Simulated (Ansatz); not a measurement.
# MnSn2 (I4/mcm) in Ansatz: reference runs

Aim: a first look at MnSn2 with PBEsol, on the cell as given and on a disturbed one.

Everything below comes from runs of Ansatz 0.2.0. Logs are shortened: lines on timing, memory, paths and dates and some standing lists are left out, and cuts for length are marked.

## (1) Starting point

The structure is tetragonal, space group I4/mcm (No. 140). Conventional cell: a = 6.659 Å, b = 6.659 Å, c = 5.447 Å, α = 90.00°, β = 90.00°, γ = 90.00°. Around Sn (site symmetry m2m) lie 4 Mn at 2.84 Å and 3 Sn at 3.06 to 3.19 Å. Around Mn (site symmetry 422) lie 2 Mn at 2.72 Å and 8 Sn at 2.84 Å.

## (2) Single point, PBEsol, collinear spin, ferromagnetic start

input.yaml

```yaml
crystal:
  lattice:
    - [-3.3295, 3.3295, 2.7235]
    - [3.3295, -3.3295, 2.7235]
    - [3.3295, 3.3295, -2.7235]
  atoms:
    - { symbol: Sn, position: [0.8377, 0.6623, 0.5] }
    - { symbol: Sn, position: [0.3377, 0.8377, 0.1754] }
    - { symbol: Sn, position: [0.1623, 0.3377, 0.5] }
    - { symbol: Sn, position: [0.6623, 0.1623, 0.8246] }
    - { symbol: Mn, position: [0.75, 0.75, 0.0], spin: 4.0 }
    - { symbol: Mn, position: [0.25, 0.25, 0.0], spin: 4.0 }
hamiltonian:
  xc: pbesol
  pseudopotentials: { kind: paw }
magnetization:
  spin_polarized: true
kpoints:
  mp_grid: { grid: [6, 6, 6] }
scf:
  occupations: { method: fermi_dirac, width: 0.05 }
output:
  forces: true
  stress: true
  eigenvalues: true
  write_density: true
  write_potential: true
  elf: true
  volumetric_format: npy
```

Potentials or basis: Ansatz PAW.

Launch:

```
> ansatz run input.yaml --threads 2 --pin off --max-ram 5632MiB --backend cpu --events-out ev --progress --plain --runs-dir out
```

Log:

```text
Warning: RAYON_NUM_THREADS=2 ignored (pool sized by the plan → 2); use --threads N
Engine: ansatz 0.2.0, x86_64-unknown-linux-gnu
Pseudopotentials: kind: paw
Pseudopotential: Sn, paw, valence charge 14, recommended cutoff 420 eV (normal), Sn.paw.azcp
Pseudopotential: Mn, paw, valence charge 15, recommended cutoff 420 eV (normal), Mn.paw.azcp
Functional definition: PBEsol
  exchange = pbesol_x
  correlation = pbesol_c
Crystal: 6 atoms, lattice volume = 120.766 Å³
Basis set: ecut = 420 eV, 2345 PW (Γ), exchange–correlation on 80×80×80 points (8 copies of the dense FFT grid, shifted against one another)
Bands: 57, of which v1, the nominal top of the filled ones, is band 43 counted from 1 (42 counted from 0)
Symmetry: 16 space group operations
Space group: I4/mcm (ITA 140), of the structure as read, at distance tolerance 4.9e-5 Å
Magnetic group: BNS 140.541 (UNI 1201), of the structure as read, at distance tolerance 4.9e-5 Å
k-points: 30 of 216
Non-local potential: Sn, projectors of the file, l = 0: 2, l = 1: 2, l = 2: 2, l = 3: 2
Non-local potential: Mn, projectors of the file, l = 0: 3, l = 1: 2, l = 2: 3, l = 3: 1
PAW form: soft (Blöchl's): semilocal exchange-correlation on the pseudo side does not see the compensation charge
PAW frozen core: Sn, regenerated for the run's functional, and the local potential with it (the file was generated under x = pbe(κ = 0.804, μ = 0.2195149727645171), c = pbe(β = 0.06672455060314922))
PAW frozen core: Mn, regenerated for the run's functional, and the local potential with it (the file was generated under x = pbe(κ = 0.804, μ = 0.2195149727645171), c = pbe(β = 0.06672455060314922))
PAW one-centre angular grid: Sn, 590 points (default); XC on 64 Gauss nodes
PAW one-centre angular grid: Mn, 590 points (default); XC on 64 Gauss nodes
Initial density: superposition of atomic densities (chi_scale 0.1, normalization cell)
Starting moments: Σ|m| = 8 μB on 2 of 6 sites
Initial wavefunctions: pseudopotential atomic-orbital guess
Functional: x = pbesol(κ = 0.804, μ = 0.12345679012345678), c = pbesol(β = 0.046)
iter 1 solved again at ethr=2.43e-3 eV; its pass at ethr=3.10e-3 eV (dr2=2.09e0 eV) is discarded
SCF iter   1: F=—  HF=-31535.933138 eV  |F-HF|=—  |Δ(HF+E_count)|=         —  Δρ=5.50e-2 (↑5.50e-2 ↓5.32e-2)  dr2=2.10e0  dr2_m=3.03e0  M=4.887 μB ∫|m|=5.919 μB  β_m=0.30  ethr=2.43e-3  ⟨swp⟩=1.4  Hψ=17405  notcnv=0
Mixer restart at iter 1: flushing history
preconditioner: auto → Kerker (q_TF=auto, 2.578 Å⁻¹)  [metal: Δε(μ)=0.020 eV  Ē_g=16.776 eV  σ=0.050 eV  W_gap=0.10  n_scr=34 (ndim 8)  ℏωp=28.3 eV  f_vac=0.000  D(μ)=3.57/eV (n_scr^D=18)]
spin=Collinear: Kerker preconditioning applied to the charge; magnetization (m = ρ↑ − ρ↓) channel mixes plain (no charge-response kernel on spin).
SCF iter   2: F=—  HF=-31535.945176 eV  |F-HF|=—  |Δ(HF+E_count)|=   1.20e-2  Δρ=4.24e-2 (↑3.07e-2 ↓4.24e-2)  dr2=2.16e0  dr2_m=1.35e0  M=4.882 μB ∫|m|=5.982 μB  β_m=0.62  ethr=2.43e-3  ⟨swp⟩=2.0  Hψ=4169  notcnv=0
SCF iter   3: F=—  HF=-31536.967848 eV  |F-HF|=—  |Δ(HF+E_count)|=    1.02e0  Δρ=2.40e-2 (↑2.40e-2 ↓1.43e-2)  dr2=6.36e-1  dr2_m=3.34e-1  M=4.377 μB ∫|m|=5.582 μB  β_m=0.66  ethr=2.43e-3  ⟨swp⟩=3.3  Hψ=5749  notcnv=0  defer=43
SCF iter   4: F=—  HF=-31536.509514 eV  |F-HF|=—  |Δ(HF+E_count)|=   4.58e-1  Δρ=4.47e-3 (↑4.47e-3 ↓2.95e-3)  dr2=1.55e-1  dr2_m=6.53e-3  M=4.307 μB ∫|m|=5.586 μB  β_m=0.72  ethr=7.39e-4  ⟨swp⟩=2.8  Hψ=5484  notcnv=0  defer=264
SCF iter   5: F=—  HF=-31536.541776 eV  |F-HF|=—  |Δ(HF+E_count)|=         —  Δρ=5.85e-3 (↑3.78e-3 ↓5.85e-3)  dr2=9.97e-2  dr2_m=1.64e-3  M=4.314 μB ∫|m|=5.576 μB  β_m=0.72  ethr=1.80e-4  ⟨swp⟩=2.0  Hψ=4568  notcnv=0  defer=264
Mixer restart at iter 5: flushing history
SCF iter   6: F=—  HF=-31536.610742 eV  |F-HF|=—  |Δ(HF+E_count)|=   6.90e-2  Δρ=6.14e-3 (↑6.14e-3 ↓3.54e-3)  dr2=6.76e-3  dr2_m=2.39e-2  M=4.454 μB ∫|m|=5.734 μB  β_m=0.70  ethr=1.16e-4  ⟨swp⟩=2.6  Hψ=7036  notcnv=0  defer=264
SCF iter   7: F=—  HF=-31536.599137 eV  |F-HF|=—  |Δ(HF+E_count)|=   1.16e-2  Δρ=2.77e-3 (↑7.36e-4 ↓2.77e-3)  dr2=2.16e-2  dr2_m=1.33e-3  M=4.427 μB ∫|m|=5.705 μB  β_m=0.81  ethr=7.86e-6  ⟨swp⟩=2.0  Hψ=6683  notcnv=0  defer=264
SCF iter   8: F=—  HF=-31536.600481 eV  |F-HF|=—  |Δ(HF+E_count)|=   1.34e-3  Δρ=1.84e-3 (↑1.84e-3 ↓2.78e-4)  dr2=3.57e-3  dr2_m=8.13e-4  M=4.477 μB ∫|m|=5.767 μB  β_m=0.88  ethr=7.86e-6  ⟨swp⟩=2.0  Hψ=6575  notcnv=0  defer=264
SCF iter   9: F=—  HF=-31536.599916 eV  |F-HF|=—  |Δ(HF+E_count)|=   5.65e-4  Δρ=1.11e-3 (↑1.11e-3 ↓1.61e-4)  dr2=1.20e-3  dr2_m=3.11e-4  M=4.473 μB ∫|m|=5.763 μB  β_m=0.76  ethr=4.15e-6  ⟨swp⟩=1.1  Hψ=3556  notcnv=0  defer=264
SCF iter  10: F=—  HF=-31536.599576 eV  |F-HF|=—  |Δ(HF+E_count)|=   3.40e-4  Δρ=3.42e-4 (↑3.42e-4 ↓4.64e-5)  dr2=1.05e-4  dr2_m=3.20e-5  M=4.468 μB ∫|m|=5.757 μB  β_m=0.77  ethr=1.39e-6  ⟨swp⟩=2.0  Hψ=4084  notcnv=0  defer=264
SCF iter  11: F=—  HF=-31536.599541 eV  |F-HF|=—  |Δ(HF+E_count)|=   3.47e-5  Δρ=5.60e-5 (↑5.60e-5 ↓1.57e-5)  dr2=5.12e-6  dr2_m=4.77e-7  M=4.467 μB ∫|m|=5.755 μB  β_m=0.89  ethr=1.23e-7  ⟨swp⟩=2.0  Hψ=5537  notcnv=0  defer=264
SCF iter  12: F=—  HF=-31536.599541 eV  |F-HF|=—  |Δ(HF+E_count)|=   7.09e-7  Δρ=6.99e-6 (↑6.99e-6 ↓3.64e-6)  dr2=1.45e-7  dr2_m=3.32e-9  M=4.466 μB ∫|m|=5.755 μB  β_m=0.94  ethr=5.96e-9  ⟨swp⟩=2.0  Hψ=5853  notcnv=0  defer=264
SCF iter  13: F=—  HF=-31536.599541 eV  |F-HF|=—  |Δ(HF+E_count)|=  1.67e-10  Δρ=2.17e-6 (↑2.17e-6 ↓5.29e-7)  dr2=6.65e-9  dr2_m=1.17e-9  M=4.466 μB ∫|m|=5.755 μB  β_m=0.97  ethr=1.69e-10  ⟨swp⟩=2.0  Hψ=3963  notcnv=0  defer=264
SCF iter  14: F=-31536.599541 eV  HF=-31536.599541 eV  |F-HF|=5.17e-10  |Δ(HF+E_count)|=   1.49e-9  Δρ=3.57e-7 (↑3.29e-7 ↓3.57e-7)  dr2=6.19e-10  dr2_m=5.87e-13  M=4.466 μB ∫|m|=5.755 μB  ethr=7.73e-12  ⟨swp⟩=12.3  Hψ=21462  notcnv=0
SCF 1 converged in 14 iterations: F = -31536.599541 eV  dr2 = 6.19e-10
SCF converged after 14 iterations
Magnetization: 4.4659 μB (45.2329 up, 40.7671 down)
Absolute magnetization: 5.7678 μB (∫|ρ↑−ρ↓|, with the PAW one-centre terms)
Spin contamination: 0.4066 ħ² per cell (⟨S²⟩ above its minimum at these occupations)
Per-site moments (μB) at R_I (Å): [(-0.07975166479459966, 1.1724906612105077), (-0.07975166479460018, 1.1724906612105077), (-0.07975166479459984, 1.1724906612105077), (-0.0797516647945998, 1.1724906612105077), (2.4769154750272926, 1.1234437499999999), (2.4769154750272926, 1.1234437499999999)]
Free energy (F): -31536.599541 eV
Harris-Foulkes:  -31536.599541 eV  (|F-HF|=5.17e-10)
Internal energy: -31536.566268 eV  (E = F + TS)
E sigma→0 (E₀):  -31536.582904 eV
Entropy (-TS):   -0.033273 eV (-5.546 meV/atom)
Fermi energy:    13.495206 eV
--- Per-component energies (eV) ---
  E_band       = -681.240546
  E_kinetic    = 1363.740807
  E_local      = -7219.432081  (includes V_loc(G=0)·N_el)
  E_nonlocal   = 371.163083
  E_hartree    = 3756.324071
  E_xc         = -1742.784454
  E_vxc        = -678.395129  (∫ρ·V_xc dr)
  E_paw        = -18811.164996  (= ΣΔE_a)
  E_vpaw       = -2030.967309  (= ΣTr[D̂ρ^β])
  E_aug_tail   = -0.000022  (compensation charges beyond the density's cutoff)
  E_ewald      = -9255.891334
  E_core_change = 1.478660  (= ΣΔE_core)
  E_smearing   = -0.033273  (= −TS)
  E_closure    = -0.000000  (closes the sum)
  Σ components = -31536.599541   (vs F -31536.599541, Δ=0.00e0)
--- Forces (eV/Å), atoms counted from 1 ---
  atom   1  Sn     0.14980163    -0.14980163     0.00000000
  atom   2  Sn    -0.14980163    -0.14980163    -0.00000000
  atom   3  Sn    -0.14980163     0.14980163    -0.00000000
  atom   4  Sn     0.14980163     0.14980163     0.00000000
  atom   5  Mn     0.00000000     0.00000000    -0.00000000
  atom   6  Mn    -0.00000000    -0.00000000     0.00000000
  max |Σ_I F_I| component: 5.55e-17 eV/Å
--- Stress (GPa, compression-positive) ---
       -5.480149       0.000000       0.000000
        0.000000      -5.480149      -0.000000
        0.000000      -0.000000      -5.405798
  P = ⅓ Tr σ = -5.4554 GPa (-54.554 kbar)
--- Band table (eV; the first three rows and the last of 60) ---
  k-point 0 ↑: bands = ["-66.3931", "-66.3774", "-35.3470", "-35.3470", "-35.3313", "-35.3313", "-35.2175", "-35.0626", "-7.8628", "-7.8376", "-7.8351", "-7.8256", "-7.8256", "-7.8240", "-7.8114", "-7.8114", "-7.7719", "-7.7444", "-7.7189", "-7.7032", "-7.7032", "-7.6987", "-7.6987", "-7.6966", "-7.6906", "-7.6403", "-7.6334", "-7.6334", "2.1052", "7.0534", "8.1732", "8.1732", "10.0154", "10.0154", "10.3952", "10.5914", "10.8727", "11.0117", "11.3749", "11.3749", "11.8255", "11.8481", "11.9539", "12.3472", "12.5444", "12.5444", "13.5084", "13.5272", "13.5272", "13.8455", "16.6229", "17.7665", "17.7665", "17.9940", "18.4754", "21.3483", "23.6611"]
  k-point 1 ↑: bands = ["-66.3931", "-66.3774", "-35.3471", "-35.3470", "-35.3313", "-35.3313", "-35.2175", "-35.0626", "-7.8762", "-7.8634", "-7.8488", "-7.8300", "-7.8241", "-7.8068", "-7.8054", "-7.7873", "-7.7598", "-7.7347", "-7.7226", "-7.7192", "-7.7120", "-7.6998", "-7.6966", "-7.6823", "-7.6796", "-7.6562", "-7.6350", "-7.6247", "2.3009", "6.5177", "7.8001", "8.2278", "9.5709", "10.0760", "10.5501", "10.7398", "10.9365", "11.0516", "11.0966", "11.3711", "11.4964", "12.0278", "12.1963", "12.5209", "12.5365", "13.0976", "13.5089", "14.0562", "14.1586", "14.4184", "16.2790", "16.5304", "16.8146", "19.5927", "20.0075", "21.0132", "22.1784"]
  k-point 2 ↑: bands = ["-66.3931", "-66.3774", "-35.3472", "-35.3470", "-35.3313", "-35.3313", "-35.2175", "-35.0626", "-7.8972", "-7.8917", "-7.8506", "-7.8293", "-7.8098", "-7.8070", "-7.8008", "-7.7594", "-7.7571", "-7.7487", "-7.7249", "-7.7191", "-7.7122", "-7.6931", "-7.6862", "-7.6731", "-7.6715", "-7.6640", "-7.6385", "-7.6258", "2.8767", "5.2191", "7.4633", "8.3504", "9.8133", "10.1415", "10.1450", "10.2049", "10.7463", "11.0595", "11.3565", "11.5940", "11.6619", "11.8884", "12.0356", "12.4833", "12.5408", "14.0000", "14.0084", "14.2372", "15.2226", "15.7960", "16.3191", "16.8121", "17.5620", "18.7738", "19.5711", "19.6705", "21.6291"]
  k-point 29 ↓: bands = ["-63.7468", "-63.7295", "-32.7261", "-32.7261", "-32.7080", "-32.7080", "-32.6836", "-32.5093", "-7.9400", "-7.9184", "-7.9110", "-7.8717", "-7.8106", "-7.8106", "-7.7915", "-7.7915", "-7.7719", "-7.7719", "-7.7604", "-7.7523", "-7.7092", "-7.6983", "-7.6888", "-7.6888", "-7.6853", "-7.6798", "-7.6767", "-7.6767", "5.1187", "5.1187", "5.2686", "6.7501", "7.7749", "8.2672", "11.5953", "11.5953", "12.2759", "12.8381", "13.1766", "13.3773", "14.1283", "14.3301", "14.9523", "14.9523", "15.0507", "15.5939", "16.0643", "16.0643", "16.8451", "16.9623", "16.9623", "18.4428", "18.4428", "19.3996", "19.5730", "21.4078", "22.0058"]
```

Run time: 28 s. Hardware: 2 threads of AMD EPYC 7R43 (Zen 3), shared host; peak memory 0.71 GiB.

What came out:

```
Free energy            : -31536.5995 eV
Pressure               : -5.5 GPa
Largest force          : 0.212 eV/Å
Band gap on the k mesh : none (metal or under the smearing width)
Net moment             : 4.47 μB per cell
Absolute moment        : 5.77 μB per cell
Site moments           : Sn -0.08; Mn +2.48 μB
```

Forces on the atoms (eV/Å):
```
Sn   0.150 -0.150  0.000
Sn  -0.150 -0.150  0.000
Sn  -0.150  0.150  0.000
Sn   0.150  0.150  0.000
Mn   0.000  0.000  0.000
Mn   0.000  0.000  0.000
```

Levels at points of the mesh, in eV from the Fermi level:
Spin up:
| k point | band 41 | band 42 | band 43 | band 44 | band 45 | band 46 | band 47 | band 48 | band 49 | band 50 |
| --- | --- | --- | --- | --- | --- | --- | --- | --- | --- | --- |
| (0.00, 0.00, 0.00) | -1.67 | -1.65 | -1.54 | -1.15 | -0.95 | -0.95 | 0.01 | 0.03 | 0.03 | 0.35 |
| (0.00, 0.00, -0.50) | -1.87 | -1.46 | -1.44 | -1.03 | -0.95 | 0.28 | 0.78 | 0.84 | 2.51 | 3.50 |
| (0.00, -0.50, 0.00) | -1.49 | -1.49 | -1.14 | -1.14 | -0.02 | -0.02 | 1.66 | 1.66 | 2.88 | 2.88 |
| (-0.50, -0.50, -0.50) | -1.44 | -1.02 | -1.02 | 0.12 | 0.31 | 1.46 | 2.41 | 2.46 | 2.46 | 2.65 |
Spin down:
| k point | band 37 | band 38 | band 39 | band 40 | band 41 | band 42 | band 43 | band 44 | band 45 | band 46 |
| --- | --- | --- | --- | --- | --- | --- | --- | --- | --- | --- |
| (0.00, 0.00, 0.00) | -2.15 | -2.15 | -1.84 | -1.60 | -0.86 | -0.61 | 0.24 | 0.54 | 1.63 | 1.63 |
| (0.00, 0.00, -0.50) | -2.34 | -1.88 | -1.58 | -0.67 | -0.07 | 0.08 | 0.48 | 1.48 | 1.63 | 1.88 |
| (0.00, -0.50, 0.00) | -0.83 | -0.83 | -0.44 | -0.44 | 0.40 | 0.40 | 0.94 | 0.94 | 1.35 | 1.35 |
| (-0.50, -0.50, -0.50) | -1.22 | -0.66 | -0.32 | -0.12 | 0.63 | 0.83 | 1.46 | 1.46 | 1.56 | 2.10 |

Caveat: the PAW data sets come from PBE, with cores solved anew for the run's functional, which leaves a small shift of forces and pressure.

(Continued in part 2 of 2.)
